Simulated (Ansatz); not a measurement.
Runs of Ansatz 0.2.0 on Ge. It takes space group Cmmm (No. 65, orthorhombic). Conventional cell: a = 2.794 Å, b = 5.201 Å, c = 2.698 Å, α = 90.00°, β = 90.00°, γ = 90.00°. Around Ge (site symmetry mmm) lie 8 Ge at 2.70 to 2.95 Å. This isn't the form of Ge at room conditions, which is diamond.

| task | level | potentials or basis | spin | cell | k mesh | cutoff (eV) | smearing | basis error allowed | mesh quality | gap on the mesh (eV) | pressure (GPa) |
| --- | --- | --- | --- | --- | --- | --- | --- | --- | --- | --- | --- |
| single point | PBEsol | all-electron LAPW, scalar-relativistic | off | as given | 11 × 11 × 10 | 247 | gaussian 0.02 eV | 0.001 eV/atom | not flagged | none | -4.1 |
| electrostatic potential | r2SCAN+D4 | all-electron PAW datasets made for the crystal | off | volume scaled by 0.8 | 11 × 11 × 10 | 300 | fermi-dirac 0.05 eV | - | not flagged | none | 17.7 |
| single point | PBE | all-electron LAPW, scalar-relativistic | off | as given | 11 × 11 × 10 | 247 | gaussian 0.05 eV | 0.001 eV/atom | not flagged | none | (a) |
| atomic charges | PBEsol | all-electron LAPW, relativistic spinors | SOC, no magnetisation | as given | 8 × 8 × 7 | 247 | tetrahedron | 0.001 eV/atom | coarse | none | -4.1 |
| single point | PBE | all-electron LAPW, scalar-relativistic | off | as given | 4 × 4 × 4 | 207 | fermi-dirac 0.02 eV | 0.004 eV/atom | coarse | none | 1.2 |
| single point | PBEsol | all-electron LAPW, scalar-relativistic | off | as given | 11 × 11 × 10 | 247 | gaussian 0.05 eV | 0.001 eV/atom | not flagged | none | -4.1 |

Problem. Estimate the missing entries.

Solution. (a) -0.6.

Caveats: some runs use coarse meshes; the k mesh is thin for a metal, which can move the energy by tens of meV per atom (some runs); so large a pressure means that the cell lies far from this level's equilibrium, or that cutoff or potentials fall short (some runs); pairwise dispersion overbinds metals, which lowers pressure and volume (some runs); with tetrahedron occupations forces and stress needn't match the slope of the energy (some runs).

A k mesh can miss the band edges, and rows without SOC leave out spin-orbit coupling on Ge.

A gap of «none» marks a metal or a gap under the smearing width.

The runs don't all hold the same shells in valence.
